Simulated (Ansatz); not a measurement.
# From the elastic tensor of GaP to moduli and sound speeds

Level of theory: Ansatz 0.2.0, DFT HSE06, scalar-relativistic, plane waves, PAW. Settings: 420 eV plane-wave cutoff, Γ-centred 6×6×6 mesh, fixed occupations. No spin polarisation.

It takes space group F-43m (No. 216, cubic). Conventional cell: a = 5.465 Å, b = 5.465 Å, c = 5.465 Å, α = 90.00°, β = 90.00°, γ = 90.00°. Ga (site symmetry -43m) is surrounded by 4 P at 2.37 Å. Around P (site symmetry -43m) lie 4 Ga at 2.37 Å.

The cell is the ideal cubic zincblende prototype.

Relaxed-ion constants (GPa, on the Cartesian axes of the calculation):
```
141.9  60.8  60.8   0.0   0.0   0.0
 60.8 141.9  60.8   0.0   0.0   0.0
 60.8  60.8 141.9   0.0   0.0   0.0
  0.0   0.0   0.0  71.7   0.0   0.0
  0.0   0.0   0.0   0.0  71.7   0.0
  0.0   0.0   0.0   0.0   0.0  71.7
```

Density 4.097 g/cm³; 2 atoms in 40.81 Å³.

The values that follow are for a polycrystal of randomly turned grains, by Hill's mean where one number stands.

With S = C⁻¹: B_V = (C11+C22+C33+2(C12+C13+C23))/9, G_V = (C11+C22+C33−C12−C13−C23+3(C44+C55+C66))/15, 1/B_R = S11+S22+S33+2(S12+S13+S23), 15/G_R = 4(S11+S22+S33−S12−S13−S23)+3(S44+S55+S66); Hill is their mean. Then v_l = √((B+4G/3)/ρ), v_t = √(G/ρ), v_m = [(2/v_t³+1/v_l³)/3]^(−1/3) and Θ = (ħ/k_B)·v_m·(6π²n/V)^(1/3) for n atoms in the volume V; E = 9BG/(3B+G), ν = (3B−2G)/(2(3B+G)) and A^U = 5G_V/G_R + B_V/B_R − 6.

| Quantity | Value |
| --- | --- |
| Bulk modulus, Voigt / Reuss / Hill | 87.8 / 87.8 / 87.8 GPa |
| Shear modulus, Voigt / Reuss / Hill | 59.2 / 54.9 / 57.0 GPa |
| Young's modulus | 141 GPa |
| Poisson ratio | 0.233 |
| Pugh ratio B/G | 1.54 |
| Universal anisotropy index | 0.40 |
| Longitudinal and transverse sound speeds | 6324 and 3731 m/s |
| Debye temperature from the mean sound speed | 450 K |

Cost: 1 run of about 43 core-minutes, on Arm Neoverse V1 (shared hosts).

The elastic constants describe a stiff, directionally bonded semiconductor. C44 (71.7 GPa) exceeds C12 (60.8 GPa), a departure from the Cauchy relation in the direction expected when covalent sp³ bonds resist changes in bond angle. C44 also exceeds half of C11−C12, so the crystal is stiffest in tension along ⟨111⟩, where the strain must stretch Ga–P bonds, and most compliant along ⟨100⟩, where the tetrahedra can deform largely by bond bending. This contrast separates the Voigt and Reuss shear moduli, while the two bulk moduli coincide because hydrostatic strain is uniform in any cubic crystal.

The tensor satisfies the Born criteria, which establishes stability against small homogeneous strains only. The low Pugh ratio is in keeping with the known brittleness of GaP, but fracture and dislocation motion do not follow from elastic constants. Likewise, the Debye temperature represents the long-wavelength acoustic limit; the flattening of transverse acoustic branches towards the zone boundary, typical of tetrahedral semiconductors, makes the calorimetric value vary with temperature.
